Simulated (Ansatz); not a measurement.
# NaH: energy against volume in PBE, exact exchange and the RPA

One table from this session's results is given with a row withheld; the runs are named, their logs left out.

The runs shown are made with Ansatz 0.2.0. PBE orbitals, norm-conserving pseudopotentials, plane waves. (Calculated; spin-unpolarised; the phase may be known or hypothetical.)

## Starting point

The cell was relaxed beforehand with r2SCAN; volume changes: +0 %, -5 %, +5 %, -10 %, +10 %.

The symmetry is F-43m (No. 216, cubic); conventional cell a = 5.194 Å, 17.51 Å³ an atom. Near Na stand 4 H at 2.25 Å; near H stand 4 Na at 2.25 Å.

The structure in full:

```cif
data_structure
_symmetry_space_group_name_H-M 'P 1'
_symmetry_Int_Tables_number 1
_cell_length_a 3.6726
_cell_length_b 3.6726
_cell_length_c 3.6726
_cell_angle_alpha 60.000
_cell_angle_beta 60.000
_cell_angle_gamma 60.000
_cell_volume 35.03
loop_
_atom_site_label
_atom_site_type_symbol
_atom_site_fract_x
_atom_site_fract_y
_atom_site_fract_z
_atom_site_occupancy
Na1 Na 0.00000 0.00000 0.00000 1
H1 H 0.25000 0.25000 0.25000 1
```

The first run:

Input file input.yaml:

```yaml
crystal:
  lattice:
    - [0.0, 2.5969210594, 2.5969210594]
    - [2.5969210594, 0.0, 2.5969210594]
    - [2.5969210594, 2.5969210594, 0.0]
  atoms:
    - { symbol: Na, position: [0.0, 0.0, 0.0] }
    - { symbol: H, position: [0.25, 0.25, 0.25] }
kpoints:
  mp_grid: { grid: [4, 4, 4] }
hamiltonian:
  xc: pbe
  pseudopotentials: { kind: nc }
scf:
  occupations: { method: fixed }
output:
  rpa_energy:
    ecut_chi_ladder: [259, 291, 322, 358, 393]
    long_wavelength: optical_limit
basis:
  ecutwfc: 1197.300995
```

Steps of the session up to this table: The unscaled cell; Volume -5 %; Volume +5 %; Volume -10 %; Volume +10 %.

One of the session's tables, all rows but one given; the rest of the session is left out.

Energies in meV/atom from the unscaled cell:

| volume (Å³/atom) | PBE | exact exchange | EXX+RPA | RPA correlation |
| --- | --- | --- | --- | --- |
| 15.762 | 14.6 | 31.2 | 3.4 | -27.8 |
| 16.638 | ? | ? | ? | ? |
| 17.514 | 0.0 | 0.0 | 0.0 | 0.0 |
| 18.389 | 0.9 | -6.1 | 3.2 | 9.3 |
| 19.265 | 5.7 | -7.4 | 10.7 | 18.1 |

**Question.** Estimate the row for volume (Å³/atom) = 16.638.

Worked estimate for «PBE». A straight line through the neighbours (15.762, 14.6) and (17.514, 0.0) gives 14.6 + (0.0 − 14.6) × (16.638 − 15.762) / (17.514 − 15.762) = 7.3; a parabola fitted to 3 rows on both sides gives 4.6.

As computed: PBE: 4.1; exact exchange: 11.9; EXX+RPA: 3.9; RPA correlation: -8.1. In «PBE» the line misses by +3.2 and the parabola by +0.5.
